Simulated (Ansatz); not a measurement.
## Ionic part of the dielectric constant of ZrO₂ at 5 GPa, mode by mode

Method: DFT PBE, scalar-relativistic, plane waves, PAW in Ansatz 0.2.0. Plane waves to 420 eV; Γ-centred k mesh 8×8×8; fixed occupations. No spin polarisation. Phonons by linear response, acoustic sum rule imposed.

Symmetry: Fm-3m, No. 225, cubic system. The conventional cell has a = 5.081 Å, b = 5.081 Å, c = 5.081 Å, α = 90.00°, β = 90.00°, γ = 90.00°. Zr (site symmetry m-3m) has 8 O at 2.20 Å as nearest neighbours. Around O (site symmetry -43m) lie 4 Zr at 2.20 Å.

Other phases may be more stable at this pressure.

The primitive cell has V = 32.80 Å³ and ε∞,yy = 5.786. Each polar mode adds Δε = (4.92064×10⁷/V)·S/ν² along y, with S its oscillator strength in e²/amu, ν in cm⁻¹ and V in Å³.

Question: From these modes, find each Δε and ε0,yy.
```tsv
ν (cm⁻¹)	S_yy (e²/amu)
242.7	1.396
```

Answer:
```json
{"ν (cm⁻¹)": "242.7", "Δε": "35.53"}
```

The sum is 35.531, so ε0,yy = 41.32; the run's tensor has 41.32.

Question: Where do the longitudinal modes lie for a wave vector along y?

Answer: At 649 cm⁻¹. The Lyddane–Sachs–Teller product Π(ν_LO/ν_TO)² = 7.14 matches ε0/ε∞ = 7.14.

This fluorite-type form isn't the usual stable structure of the compound at low pressure.

Cost: 1 run of about 0.22 core-minutes, on Intel Xeon 6975P-C (Granite Rapids) (shared hosts).